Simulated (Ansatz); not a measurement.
**Two inputs for ZnS**

Cell: a computed structure from the Materials Project (it need not be an observed phase), atoms as given.

```xyz
12
Lattice="1.9042 1.0994 18.6769 -1.9042 1.0994 18.6769 0.0000 -2.1987 18.6769" Properties=species:S:1:pos:R:3 pbc="T T T"
Zn    0.0000    0.0000   31.1283
Zn    0.0000    0.0000    9.3381
Zn    0.0000    0.0000   21.7923
Zn    0.0000    0.0000   15.5650
Zn    0.0000    0.0000    0.0003
Zn    0.0000    0.0000   43.5805
S     0.0000    0.0000   33.4643
S     0.0000    0.0000    2.3367
S     0.0000    0.0000   24.1251
S     0.0000    0.0000   11.6704
S     0.0000    0.0000   17.8962
S     0.0000    0.0000   45.9139
```

Sites (sets of like atoms) are named by element and the number of their first atom in this list.

Reference run. Method: Kohn–Sham DFT in Ansatz, PBE, plane waves and PAW (field gradients read without the response of the frozen cores, which leaves them typically 4 to 6 % off), scalar-relativistic, 420 eV cutoff, Γ-centred 8×8×8 k-points, Fermi–Dirac smearing 0.02 eV.

(1) The input is changed as follows: `scf.mixing.algorithm`: not typed → broyden; `scf.mixing.beta`: not typed → 0.3; `scf.mixing.ndim`: not typed → 8; `accuracy`: not typed → low. What happens to V_zz (10²¹ V/m²) and η?

Results:

(1) 

```tsv
site	atom	V_zz reference	η reference	V_zz changed	η changed
Zn1	1	-0.071	0.00	-0.071	0.00
Zn2	2	0.023	0.00	0.023	0.00
Zn3	3	0.067	0.00	0.067	0.00
Zn4	4	0.065	0.00	0.065	0.00
Zn5	5	-0.065	0.00	-0.065	0.00
S7	7	0.17	0.00	0.17	0.00
S8	8	0.18	0.00	0.18	0.00
S9	9	0.032	0.00	0.032	0.00
S10	10	0.078	0.00	0.078	0.00
S11	11	0.086	0.00	0.086	0.00
```

All printed values agree. Sites with |V_zz| of 0.02 or less aren't listed. SCF iterations: 7 and 8. In the changed run the accuracy preset is low, yet the gradients stay close to the reference.
